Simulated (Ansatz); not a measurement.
**ZrSe₂: a line through a two-coordinate scan**

How does the energy of ZrSe2 (P-3m1, No. 164; 3 atoms in the cell) vary with volume per atom, at c/a of the conventional cell = 1.531?

The COD entry's cell or inner coordinates are ideal or old and differ from later refinements, so a difference from it is no clean test against experiment.

Method: DFT PBE+D3(BJ), scalar-relativistic, plane waves, PAW, in Ansatz 0.2.0.

20 further runs of the same task are left out: 20 set aside as unsound or not needed.

**1. The starting structure**

The structure is trigonal, space group P-3m1 (No. 164). Conventional cell: a = 3.736 Å, b = 3.736 Å, c = 6.035 Å, α = 90.00°, β = 90.00°, γ = 120.00°. Zr (site symmetry -3m) is surrounded by 6 Se at 2.68 Å. Se (site symmetry 3m) has 3 Zr at 2.68 Å as nearest neighbours.

As a file:

```xyz
3
Lattice="3.7361 0.0000 0.0000 -1.8680 3.2356 0.0000 0.0000 0.0000 6.0353" Properties=species:S:1:pos:R:3 pbc="T T T"
Zr    0.0000    0.0000    0.0000
Se    0.0000    2.1570    1.5982
Se    1.8680    1.0785    4.4371
```

This cell was relaxed beforehand with the same method: volume 24.32 Å³/atom, gap on the mesh none (metal).

**2. What is varied**

The energy is mapped over volume and the cell's shape.

The axes are (1) volume per atom: 7 values from 21.40 to 27.24 Å³; (2) c/a of the conventional cell: 7 values from 1.491 to 1.750.

Nothing else is relaxed (fractional coordinates fixed). Energies count from the relaxed crystal. Points are written as (first, second).

**3. Grid point (21.40 Å³, 1.531)**

Contents of input.yaml:

```yaml
crystal:
  lattice:
    - [3.6446413868, 0.0, 0.0]
    - [-1.8223206934, 3.1563520287, 0.0]
    - [0.0, 0.0, 5.5810393556]
  atoms:
    - { symbol: Zr, position: [0.0, 0.0, 0.0] }
    - { symbol: Se, position: [0.3333333333, 0.6666666667, 0.2648050718] }
    - { symbol: Se, position: [0.6666666667, 0.3333333333, 0.7351949282] }
basis:
  ecutwfc: 420
kpoints:
  mp_grid: { grid: [15, 15, 8] }
hamiltonian:
  xc: pbe
  pseudopotentials: { kind: paw, azcp: { folder: soft_1 } }
  dispersion: d3bj
scf:
  occupations: { method: gaussian, width: 0.15 }
output:
  forces: true
  stress: true
  eigenvalues: true
```

Started as:

```console
$ ansatz run input.yaml --threads 1 --pin off --max-ram 2048MiB --backend cpu --events-out ev --progress --plain --runs-dir out
```

Standard output (excerpt; [...] marks lines left out):

```text
Warning: RAYON_NUM_THREADS=1 ignored (pool sized by the plan → 1); use --threads N
[...]
Pseudopotentials: kind: paw
Pseudopotential: Zr, paw, valence charge 12, recommended cutoff 420 eV (normal), <dir>
Pseudopotential: Se, paw, valence charge 16, recommended cutoff 420 eV (normal), <dir>
Functional definition: PBE
[...]
Crystal: 3 atoms, lattice volume = 64.203 Å³
Basis set: ecut = 420 eV, 1243 PW (Γ), exchange–correlation on 50×50×80 points (8 copies of the dense FFT grid, shifted against one another)
Bands: 27, of which v1, the nominal top of the filled ones, is band 22 counted from 1 (21 counted from 0)
Symmetry: 12 space group operations
Space group: P-3m1 (ITA 164), of the structure as read, at distance tolerance 4.0e-5 Å
k-points: 192 of 1800
[...]
SCF iter   1: F=—  HF=-15130.241138 eV  |F-HF|=—  |Δ(HF+E_count)|=         —  Δρ=9.22e-2  dr2=2.05e1  ethr=3.10e-3  ⟨swp⟩=5.3  Hψ=21734  notcnv=0
[...]
SCF iter  10: F=-15126.893788 eV  HF=-15126.893788 eV  |F-HF|=6.35e-8  |Δ(HF+E_count)|=   4.39e-7  Δρ=1.04e-5  dr2=8.31e-8  ethr=2.27e-10  ⟨swp⟩=8.2  Hψ=25541  notcnv=0
[...]
SCF converged after 10 iterations
Free energy (F): -15126.893788 eV
[...]
E sigma→0 (E₀):  -15126.892549 eV
Entropy (-TS):   -0.002478 eV (-0.826 meV/atom)
Fermi energy:    11.544636 eV
[...]
--- Forces (eV/Å), atoms counted from 1 ---
  atom   1  Zr    -0.00000000    -0.00000000     0.00000000
  atom   2  Se     0.00000000    -0.00000000     1.73026314
  atom   3  Se     0.00000000     0.00000000    -1.73026314
[...]
--- Stress (GPa, compression-positive) ---
       12.554479       0.000000      -0.000000
        0.000000      12.554479       0.000000
       -0.000000       0.000000      16.570972
  P = ⅓ Tr σ = 13.8933 GPa (138.933 kbar)
--- Band table (eV; the first three rows and the last of 192) ---
  k-point 0: bands = ["-37.7820", "-35.8696", "-35.8696", "-35.8681", "-35.8681", "-35.8636", "-35.8634", "-35.8533", "-35.8533", "-35.8531", "-35.8531", "-15.9630", "-15.7797", "-15.7797", "-2.8115", "-0.7709", "5.6182", "8.0479", "8.0479", "11.3124", "11.3124", "11.7964", "12.3330", [...]
[...]
```

Run time: 12 s. Hardware: 1 thread of Intel Xeon Platinum 8488C (Sapphire Rapids), shared host; peak memory 0.57 GiB.

Energy on the map's scale: 123 meV/atom.

**4. The run at (23.35 Å³, 1.531)**

Edit input.yaml of step 3 so:

```diff
@@ -2,5 +2,5 @@
   lattice:
-    - [3.6446413868, 0.0, 0.0]
-    - [-1.8223206934, 3.1563520287, 0.0]
-    - [0.0, 0.0, 5.5810393556]
+    - [3.7518684908, 0.0, 0.0]
+    - [-1.8759342454, 3.2492134247, 0.0]
+    - [0.0, 0.0, 5.7452362199]
   atoms:
```

Started as:

```console
$ ansatz run input.yaml --threads 1 --pin off --max-ram 2048MiB --backend cpu --events-out ev --progress --plain --runs-dir out
```

Standard output (excerpt; [...] marks lines left out):

```text
Warning: RAYON_NUM_THREADS=1 ignored (pool sized by the plan → 1); use --threads N
[...]
Pseudopotentials: kind: paw
Pseudopotential: Zr, paw, valence charge 12, recommended cutoff 420 eV (normal), <dir>
Pseudopotential: Se, paw, valence charge 16, recommended cutoff 420 eV (normal), <dir>
Functional definition: PBE
[...]
Crystal: 3 atoms, lattice volume = 70.038 Å³
Basis set: ecut = 420 eV, 1399 PW (Γ), exchange–correlation on 54×54×80 points (8 copies of the dense FFT grid, shifted against one another)
Bands: 27, of which v1, the nominal top of the filled ones, is band 22 counted from 1 (21 counted from 0)
Symmetry: 12 space group operations
Space group: P-3m1 (ITA 164), of the structure as read, at distance tolerance 4.1e-5 Å
k-points: 192 of 1800
[...]
SCF iter   1: F=—  HF=-15130.163917 eV  |F-HF|=—  |Δ(HF+E_count)|=         —  Δρ=8.59e-2  dr2=1.95e1  ethr=3.10e-3  ⟨swp⟩=5.5  Hψ=21833  notcnv=0
[...]
SCF iter  11: F=-15127.201067 eV  HF=-15127.201067 eV  |F-HF|=1.16e-9  |Δ(HF+E_count)|=   1.07e-7  Δρ=2.68e-6  dr2=7.05e-9  ethr=2.27e-10  ⟨swp⟩=6.3  Hψ=20025  notcnv=0
[...]
SCF converged after 11 iterations
Free energy (F): -15127.201067 eV
[...]
E sigma→0 (E₀):  -15127.200101 eV
Entropy (-TS):   -0.001932 eV (-0.644 meV/atom)
Fermi energy:    10.223399 eV
[...]
--- Forces (eV/Å), atoms counted from 1 ---
  atom   1  Zr    -0.00000000     0.00000000     0.00000000
  atom   2  Se     0.00000000    -0.00000000     0.61835585
  atom   3  Se    -0.00000000     0.00000000    -0.61835585
[...]
--- Stress (GPa, compression-positive) ---
        2.396319       0.000000       0.000000
        0.000000       2.396319       0.000000
        0.000000       0.000000       6.235737
  P = ⅓ Tr σ = 3.6761 GPa (36.761 kbar)
--- Band table (eV; the first three rows and the last of 192) ---
[... band rows left out ...]
[...]
```

Wall time 13 s (1 thread of Intel Xeon Platinum 8488C (Sapphire Rapids), shared host); peak memory 0.6 GiB.

Energy on the map's scale: 21 meV/atom.

**5. Point (24.32 Å³, 1.531)**

Edit input.yaml of step 4 so:

```diff
@@ -2,5 +2,5 @@
   lattice:
-    - [3.7518684908, 0.0, 0.0]
-    - [-1.8759342454, 3.2492134247, 0.0]
-    - [0.0, 0.0, 5.7452362199]
+    - [3.8032729829, 0.0, 0.0]
+    - [-1.9016364914, 3.2937310208, 0.0]
+    - [0.0, 0.0, 5.8239519188]
   atoms:
```

Started as:

```console
$ ansatz run input.yaml --threads 1 --pin off --max-ram 2048MiB --backend cpu --events-out ev --progress --plain --runs-dir out
```

Standard output (excerpt; [...] marks lines left out):

```text
[...]
SCF converged after 11 iterations
Free energy (F): -15127.232763 eV
[...]
E sigma→0 (E₀):  -15127.231945 eV
Entropy (-TS):   -0.001635 eV (-0.545 meV/atom)
Fermi energy:    9.631638 eV
[...]
--- Forces (eV/Å), atoms counted from 1 ---
  atom   1  Zr    -0.00000000    -0.00000000     0.00000000
  atom   2  Se     0.00000000     0.00000000     0.17339706
  atom   3  Se    -0.00000000    -0.00000000    -0.17339706
[...]
--- Stress (GPa, compression-positive) ---
       -1.322726      -0.000000       0.000000
        0.000000      -1.322726      -0.000000
        0.000000      -0.000000       2.436799
  P = ⅓ Tr σ = -0.0696 GPa (-0.696 kbar)
--- Band table (eV; the first three rows and the last of 192) ---
  k-point 0: bands = ["-40.1389", "-37.6412", "-37.6412", "-37.6404", "-37.6404", "-37.6367", "-37.6365", "-37.6315", "-37.6315", "-37.6314", "-37.6314", "-18.1919", "-18.0818", "-18.0818", "-4.0854", "-2.5487", "4.3878", "6.5007", "6.5007", "9.2565", "9.2565", "9.7140", "10.3665", [...]
[...]
```

Wall time 14 s (1 thread of Intel Xeon Platinum 8488C (Sapphire Rapids), shared host); peak memory 0.6 GiB.

Energy on the map's scale: 10 meV/atom.

**6. Grid point (25.29 Å³, 1.531)**

Edit input.yaml of step 5 so:

```diff
@@ -2,5 +2,5 @@
   lattice:
-    - [3.8032729829, 0.0, 0.0]
-    - [-1.9016364914, 3.2937310208, 0.0]
-    - [0.0, 0.0, 5.8239519188]
+    - [3.8533444997, 0.0, 0.0]
+    - [-1.9266722498, 3.3370942263, 0.0]
+    - [0.0, 0.0, 5.9006264324]
   atoms:
```

Started as:

```console
$ ansatz run input.yaml --threads 1 --pin off --max-ram 2048MiB --backend cpu --events-out ev --progress --plain --runs-dir out
```

Standard output (excerpt; [...] marks lines left out):

```text
[...]
SCF converged after 9 iterations
Free energy (F): -15127.202678 eV
[...]
E sigma→0 (E₀):  -15127.202007 eV
Entropy (-TS):   -0.001342 eV (-0.447 meV/atom)
Fermi energy:    9.079049 eV
[...]
--- Forces (eV/Å), atoms counted from 1 ---
  atom   1  Zr     0.00000000    -0.00000000     0.00000000
  atom   2  Se     0.00000000     0.00000000    -0.21197986
  atom   3  Se    -0.00000000    -0.00000000     0.21197986
[...]
--- Stress (GPa, compression-positive) ---
       -4.355107      -0.000000      -0.000000
       -0.000000      -4.355107      -0.000000
       -0.000000      -0.000000      -0.675360
  P = ⅓ Tr σ = -3.1285 GPa (-31.285 kbar)
--- Band table (eV; the first three rows and the last of 192) ---
  k-point 0: bands = ["-40.8190", "-38.1520", "-38.1520", "-38.1513", "-38.1513", "-38.1479", "-38.1478", "-38.1438", "-38.1438", "-38.1438", "-38.1438", "-18.8413", "-18.7462", "-18.7462", "-4.4502", "-3.0459", "4.0366", "6.0607", "6.0607", "8.6764", "8.6764", "9.1207", "9.7989", [...]
[...]
```

Run time: 13 s. Hardware: 1 thread of Intel Xeon Platinum 8488C (Sapphire Rapids), shared host; peak memory 0.6 GiB.

Energy on the map's scale: 20 meV/atom.

**7. Changed: lower_state_search off, ecutwfc left out**

Edit input.yaml of step 6 so:

```diff
@@ -9,4 +9,2 @@
     - { symbol: Se, position: [0.6666666667, 0.3333333333, 0.7351949282] }
-basis:
-  ecutwfc: 420
 kpoints:
@@ -19,5 +17,6 @@
   occupations: { method: gaussian, width: 0.15 }
+  lower_state_search: "off"
 output:
   forces: true
+  eigenvalues: true
   stress: true
-  eigenvalues: true
```

Started as:

```console
$ ansatz run input.yaml --threads 1 --pin off --max-ram 2048MiB --backend cpu --events-out ev --progress --plain --runs-dir out
```

Standard output (excerpt; [...] marks lines left out):

```text
Warning: RAYON_NUM_THREADS=1 ignored (pool sized by the plan → 1); use --threads N
[...]
Pseudopotentials: kind: paw
Pseudopotential: Zr, paw, valence charge 12, recommended cutoff 420 eV (normal), <dir>
Pseudopotential: Se, paw, valence charge 16, recommended cutoff 420 eV (normal), <dir>
Functional definition: PBE
[...]
Crystal: 3 atoms, lattice volume = 75.876 Å³
Basis set: ecut = 420 eV, 1495 PW (Γ), exchange–correlation on 54×54×80 points (8 copies of the dense FFT grid, shifted against one another)
Bands: 27, of which v1, the nominal top of the filled ones, is band 22 counted from 1 (21 counted from 0)
Symmetry: 12 space group operations
Space group: P-3m1 (ITA 164), of the structure as read, at distance tolerance 4.2e-5 Å
k-points: 192 of 1800
[...]
SCF iter   1: F=—  HF=-15129.874733 eV  |F-HF|=—  |Δ(HF+E_count)|=         —  Δρ=8.13e-2  dr2=1.89e1  ethr=3.10e-3  ⟨swp⟩=5.7  Hψ=21647  notcnv=0
[...]
SCF iter   9: F=-15127.202678 eV  HF=-15127.202678 eV  |F-HF|=1.28e-7  |Δ(HF+E_count)|=   6.80e-7  Δρ=8.52e-6  dr2=9.17e-8  ethr=2.27e-10  ⟨swp⟩=5.7  Hψ=22931  notcnv=0
[...]
SCF converged after 9 iterations
Free energy (F): -15127.202678 eV
[...]
E sigma→0 (E₀):  -15127.202007 eV
Entropy (-TS):   -0.001342 eV (-0.447 meV/atom)
Fermi energy:    9.079049 eV
[...]
--- Forces (eV/Å), atoms counted from 1 ---
  atom   1  Zr     0.00000000    -0.00000000     0.00000000
  atom   2  Se     0.00000000     0.00000000    -0.21197986
  atom   3  Se    -0.00000000    -0.00000000     0.21197986
[...]
--- Stress (GPa, compression-positive) ---
       -4.355107      -0.000000      -0.000000
       -0.000000      -4.355107      -0.000000
       -0.000000      -0.000000      -0.675360
  P = ⅓ Tr σ = -3.1285 GPa (-31.285 kbar)
--- Band table (eV; the first three rows and the last of 192) ---
[... band rows left out ...]
[...]
```

Wall time 14 s (1 thread of Intel Xeon Platinum 8488C (Sapphire Rapids), shared host); peak memory 0.6 GiB.

| run | ending | energy change | pressure (GPa) | gap (eV) | force (eV/Å) | cycles | time |
| --- | --- | --- | --- | --- | --- | --- | --- |
| step 6 | converged | 0 | -3.1 | 0.00 | 0.21 | 9 | 13 s |
| variant | converged | 0.0 meV/atom | -3.1 | 0.00 | 0.21 | 9 | 14 s |

The changed input (search for lower states) leaves the energy the same to the digits printed.

**8. The run at (26.26 Å³, 1.531)**

Edit input.yaml of step 6 so:

```diff
@@ -2,5 +2,5 @@
   lattice:
-    - [3.8533444997, 0.0, 0.0]
-    - [-1.9266722498, 3.3370942263, 0.0]
-    - [0.0, 0.0, 5.9006264324]
+    - [3.902088096, 0.0, 0.0]
+    - [-1.951044048, 3.379307419, 0.0]
+    - [0.0, 0.0, 5.9752675014]
   atoms:
```

Started as:

```console
$ ansatz run input.yaml --threads 1 --pin off --max-ram 2048MiB --backend cpu --events-out ev --progress --plain --runs-dir out
```

Standard output (excerpt; [...] marks lines left out):

```text
Warning: RAYON_NUM_THREADS=1 ignored (pool sized by the plan → 1); use --threads N
[...]
Pseudopotentials: kind: paw
Pseudopotential: Zr, paw, valence charge 12, recommended cutoff 420 eV (normal), <dir>
Pseudopotential: Se, paw, valence charge 16, recommended cutoff 420 eV (normal), <dir>
Functional definition: PBE
[...]
Crystal: 3 atoms, lattice volume = 78.792 Å³
Basis set: ecut = 420 eV, 1531 PW (Γ), exchange–correlation on 54×54×80 points (8 copies of the dense FFT grid, shifted against one another)
Bands: 27, of which v1, the nominal top of the filled ones, is band 22 counted from 1 (21 counted from 0)
Symmetry: 12 space group operations
Space group: P-3m1 (ITA 164), of the structure as read, at distance tolerance 4.3e-5 Å
k-points: 192 of 1800
[...]
SCF iter   1: F=—  HF=-15129.677729 eV  |F-HF|=—  |Δ(HF+E_count)|=         —  Δρ=7.95e-2  dr2=1.87e1  ethr=3.10e-3  ⟨swp⟩=5.7  Hψ=21478  notcnv=0
[...]
SCF iter   9: F=-15127.122273 eV  HF=-15127.122273 eV  |F-HF|=1.11e-7  |Δ(HF+E_count)|=   1.18e-6  Δρ=7.02e-6  dr2=5.44e-8  ethr=2.27e-10  ⟨swp⟩=5.2  Hψ=24925  notcnv=0
[...]
SCF converged after 9 iterations
Free energy (F): -15127.122273 eV
[...]
E sigma→0 (E₀):  -15127.121733 eV
Entropy (-TS):   -0.001080 eV (-0.360 meV/atom)
Fermi energy:    8.562729 eV
[...]
--- Forces (eV/Å), atoms counted from 1 ---
  atom   1  Zr    -0.00000000    -0.00000000     0.00000000
  atom   2  Se     0.00000000    -0.00000000    -0.54581142
  atom   3  Se     0.00000000     0.00000000     0.54581142
[...]
--- Stress (GPa, compression-positive) ---
       -6.821402       0.000000       0.000000
        0.000000      -6.821402       0.000000
        0.000000       0.000000      -3.223213
  P = ⅓ Tr σ = -5.6220 GPa (-56.220 kbar)
--- Band table (eV; the first three rows and the last of 192) ---
[... band rows left out ...]
[...]
```

Wall time 14 s (1 thread of Intel Xeon Platinum 8488C (Sapphire Rapids), shared host); peak memory 0.62 GiB.

Energy on the map's scale: 47 meV/atom.

**9. Point (27.24 Å³, 1.531)**

Edit input.yaml of step 8 so:

```diff
@@ -2,5 +2,5 @@
   lattice:
-    - [3.902088096, 0.0, 0.0]
-    - [-1.951044048, 3.379307419, 0.0]
-    - [0.0, 0.0, 5.9752675014]
+    - [3.9496917585, 0.0, 0.0]
+    - [-1.9748458792, 3.4205334, 0.0]
+    - [0.0, 0.0, 6.0481629897]
   atoms:
```

Started as:

```console
$ ansatz run input.yaml --threads 1 --pin off --max-ram 2048MiB --backend cpu --events-out ev --progress --plain --runs-dir out
```

Standard output (excerpt; [...] marks lines left out):

```text
[...]
SCF converged after 10 iterations
Free energy (F): -15127.000687 eV
[...]
E sigma→0 (E₀):  -15127.000257 eV
Entropy (-TS):   -0.000860 eV (-0.287 meV/atom)
Fermi energy:    8.078380 eV
[...]
--- Forces (eV/Å), atoms counted from 1 ---
  atom   1  Zr    -0.00000000    -0.00000000    -0.00000000
  atom   2  Se    -0.00000000     0.00000000    -0.83602542
  atom   3  Se     0.00000000    -0.00000000     0.83602542
[...]
--- Stress (GPa, compression-positive) ---
       -8.826260       0.000000       0.000000
        0.000000      -8.826260       0.000000
        0.000000       0.000000      -5.312311
  P = ⅓ Tr σ = -7.6549 GPa (-76.549 kbar)
--- Band table (eV; the first three rows and the last of 192) ---
  k-point 0: bands = ["-42.0475", "-39.0767", "-39.0767", "-39.0762", "-39.0762", "-39.0733", "-39.0732", "-39.0707", "-39.0707", "-39.0707", "-39.0707", "-20.0208", "-19.9472", "-19.9472", "-5.1094", "-3.9304", "3.4046", "5.2719", "5.2719", "7.6420", "7.6420", "8.0568", "8.7708", [...]
[...]
```

Wall time 16 s (1 thread of Intel Xeon Platinum 8488C (Sapphire Rapids), shared host); peak memory 0.62 GiB.

Energy on the map's scale: 88 meV/atom.

**10. What came out**

```
volume per atom (Å³)  step  energy (meV/atom)  slope (meV/atom per Å³)  pressure (GPa)  band gap on the k-mesh (eV)  largest force on an atom (eV/Å)
               21.40     3                123                      −87            13.9                        0.000                             1.73
               22.37     –                 57                      −52             8.3                        0.000                             1.13
               23.35     4                 21                      −23             3.7                        0.000                             0.62
               24.32     5                 10                        0            −0.1                        0.000                             0.17
               25.29     6                 20                       20            −3.1                        0.000                             0.21
               26.26     8                 47                       35            −5.6                        0.000                             0.55
               27.24     9                 88                       48            −7.7                        0.180                             0.84
```

Energies count from the relaxed crystal. Rows without a step come from runs not printed here or follow by symmetry. Slopes come from the forces (and the stress, where the cell changes), not from differences of energies.

| run | outcome |
| --- | --- |
| step 7, run with lower_state_search off, ecutwfc left out (against step 6) | 0.0 meV/atom |

**Reading.** Along the line the energy is lowest at 24.32 Å³, 10 meV/atom from the zero. A fit to energies and slopes at the lowest point and its two neighbours puts the minimum at 24.300 Å³, with a curvature of about 22 meV/atom per (Å³)². V·d²E/dV² there is about 85 GPa, a bulk modulus under this line's constraint. The well is lopsided: two grid steps out, the energy rises by 46 meV/atom towards smaller values and 37 meV/atom towards larger ones. The highest point computed, at 21.40 Å³, lies 113 meV/atom above the lowest. The gap on the mesh reads zero on part of the line; semilocal functionals close small gaps early. This is one cut through a surface in two coordinates; the map's lowest point lies off it. The gap on the mesh closes on part of the grid.

Counted by bands, a gap of 0.04 to 0.13 eV stays open on the mesh in 4 runs that read as metallic: the smearing reaches across it.
